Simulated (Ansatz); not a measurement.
**Al2ZnO4: the band gap up the ladder of functionals**

One table from this session's results is given with a row withheld; the runs are named, their logs left out.

The runs shown are made with Ansatz 0.2.0. PAW datasets, plane waves. Calculated at 0 K for a non-magnetic cell.

### The structure to begin with

The cell was relaxed beforehand with r2SCAN.

It is cubic, Fd-3m (No. 227); a = 8.079 Å in the conventional setting, 9.41 Å³ an atom. Al has 6 O at 1.91 Å; Zn has 4 O at 1.95 Å; O has 3 Al at 1.91 Å and 1 Zn at 1.95 Å.

The structure in full:

```cif
data_structure
_symmetry_space_group_name_H-M 'P 1'
_symmetry_Int_Tables_number 1
_cell_length_a 5.7124
_cell_length_b 5.7124
_cell_length_c 5.7124
_cell_angle_alpha 60.000
_cell_angle_beta 60.000
_cell_angle_gamma 60.000
_cell_volume 131.81
loop_
_atom_site_label
_atom_site_type_symbol
_atom_site_fract_x
_atom_site_fract_y
_atom_site_fract_z
_atom_site_occupancy
Al1 Al 0.12500 0.12500 0.12500 1
Al2 Al 0.62500 0.12500 0.12500 1
Al3 Al 0.12500 0.12500 0.62500 1
Al4 Al 0.12500 0.62500 0.12500 1
Zn1 Zn 0.75000 0.75000 0.75000 1
Zn2 Zn 0.50000 0.50000 0.50000 1
O1 O 0.88914 0.88914 0.88914 1
O2 O 0.91741 0.36086 0.36086 1
O3 O 0.88914 0.88914 0.33259 1
O4 O 0.36086 0.91741 0.36086 1
O5 O 0.33259 0.88914 0.88914 1
O6 O 0.36086 0.36086 0.36086 1
O7 O 0.88914 0.33259 0.88914 1
O8 O 0.36086 0.36086 0.91741 1
```

Set-up of the first run:

The input, input.yaml:

```yaml
crystal:
  lattice:
    - [0.0, 4.0392894859, 4.0392894859]
    - [4.0392894859, 0.0, 4.0392894859]
    - [4.0392894859, 4.0392894859, 0.0]
  atoms:
    - { symbol: Al, position: [0.125, 0.125, 0.125] }
    - { symbol: Al, position: [0.625, 0.125, 0.125] }
    - { symbol: Al, position: [0.125, 0.125, 0.625] }
    - { symbol: Al, position: [0.125, 0.625, 0.125] }
    - { symbol: Zn, position: [0.75, 0.75, 0.75] }
    - { symbol: Zn, position: [0.5, 0.5, 0.5] }
    - { symbol: O, position: [0.88913596, 0.88913596, 0.88913596] }
    - { symbol: O, position: [0.9174078799, 0.36086404, 0.36086404] }
    - { symbol: O, position: [0.88913596, 0.88913596, 0.3325921201] }
    - { symbol: O, position: [0.36086404, 0.9174078799, 0.36086404] }
    - { symbol: O, position: [0.3325921201, 0.88913596, 0.88913596] }
    - { symbol: O, position: [0.36086404, 0.36086404, 0.36086404] }
    - { symbol: O, position: [0.88913596, 0.3325921201, 0.88913596] }
    - { symbol: O, position: [0.36086404, 0.36086404, 0.9174078799] }
kpoints:
  mp_grid: { grid: [6, 6, 6] }
  band_path:
    path:
      - [[0.0, 0.0, 0.0], [0.5, -2.601745889835e-35, 0.5], [0.625, 0.25, 0.625]]
      - [[0.375, 0.375, 0.75], [0.0, 0.0, 0.0], [0.5, 0.5, 0.5], [0.5, 0.25, 0.75], [0.5, -2.601745889835e-35, 0.5]]
    npoints: 10
hamiltonian:
  xc: pbe
scf:
  occupations: { method: fermi_dirac, width: 0.02 }
  n_extra_bands: 7
output:
  forces: true
  stress: true
  eigenvalues: true
```

Launch:

```sh
> ansatz run input.yaml --threads 8 --pin off --max-ram 20275MiB --backend cpu --events-out ev --progress --plain --runs-dir out
```

Among the steps run: Band structure with PBE; Single point with r2SCAN; HSE06 at the same geometry; PBE0; LDA; DDH-PBE0; Single point with LC-ωPBE.

One table of the session follows, with a row left open; its other results are not shown here.

```
   level  gap (eV)
     PBE      4.11
  r2SCAN         ?
   HSE06      5.99
    PBE0      6.72
     LDA      4.04
DDH-PBE0      7.16
 LC-ωPBE     11.63
```

**Question.** Estimate the row for r2SCAN.

The run gave: gap (eV): 4.77. In the column «gap (eV)» it lies between PBE (4.11) and HSE06 (5.99).

Meshes: PBE 6×6×6, r2SCAN 6×6×6, HSE06 4×4×4, PBE0 4×4×4, LDA 6×6×6, DDH-PBE0 4×4×4, LC-ωPBE 4×4×4.

The gap runs from 4.04 eV (LDA) to 11.63 eV (LC-ωPBE). Against HSE06, PBE is short by 1.88 eV, at 69 % of it, and r2SCAN 80 %. PBE0 lies 0.73 eV above HSE06, which differs from it by screening the long-range exchange.

Caveats from the session: Warnings in the runs' records: stress exchange threshold loose, stress scf threshold loose.
